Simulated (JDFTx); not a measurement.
Runs of JDFTx 1.7.0 (patched build) on TaS2. Symmetry: P-3m1, No. 164, trigonal system. Conventional cell: a = 3.350 Å, b = 3.350 Å, c = 5.860 Å, α = 90.00°, β = 90.00°, γ = 120.00°. Ta (site symmetry -3m) has 6 S at 2.43 Å as nearest neighbours. Around S (site symmetry 3m) lie 3 Ta at 2.43 Å. 

| task | level | potentials or basis | cell | local potential set to -Z/r beyond | further solve for the empty bands | gap on the mesh (eV) | pressure (GPa) | relaxed volume (Å³/atom) | largest force (eV/Å) |
| --- | --- | --- | --- | --- | --- | --- | --- | --- | --- |
| single point | PBE | PseudoDojo-SR-PBE-0.5-standard with smoothed tails | as given | 6 bohr | yes | none | 9.1 | - | 1.22 |
| single point | PBE | PseudoDojo-SR-PBE-0.5-standard with smoothed tails | atoms moved at random, drawn with an rms of 0.05 Å | 6 bohr | yes | none | 9.9 | - | 1.78 |
| relaxation of cell and atoms | RPBE | PseudoDojo-SR-PBE-0.5-standard | relaxed | - | no | none | -0.1 | (a) | 0.02 |
| relaxation of cell and atoms | PBE+D3(BJ) | PseudoDojo-SR-PBE-0.5-standard | relaxed | - | no | none | 0.0 | 18.56 | - |

Alike in all rows: no spin polarisation; k mesh 9 × 9 × 5; cutoff (eV) 789; smearing fermi-dirac 0.05 eV.

**Question.** Estimate the missing entries.

**Answer.** (a) 23.17.

Caveats: this functional lacks dispersion, which binds the layers, so the pressure and a relaxed spacing across them are unreliable (some runs); forces of over 1 eV/Å show positions far from the minimum, so gaps and moduli don't describe the material at rest (some runs); the volume moved by over 15 % at a fixed basis, so the end points are rough (some runs); the plane waves are those of the starting cell, so after so large a change of volume the result is rough (some runs); the potentials were made for another functional, which shifts forces and pressure (some runs); this functional lacks dispersion, which binds the layers, so the pressure and a relaxed spacing across them are unreliable, and here the layers came unbound (some runs); the volume moved by +22 % from the deposited cell, more than functionals usually miss (some runs).

A k mesh can miss the band edges, and the runs leave out spin-orbit coupling on Ta.

A gap of «none» marks a metal or a gap under the smearing width.
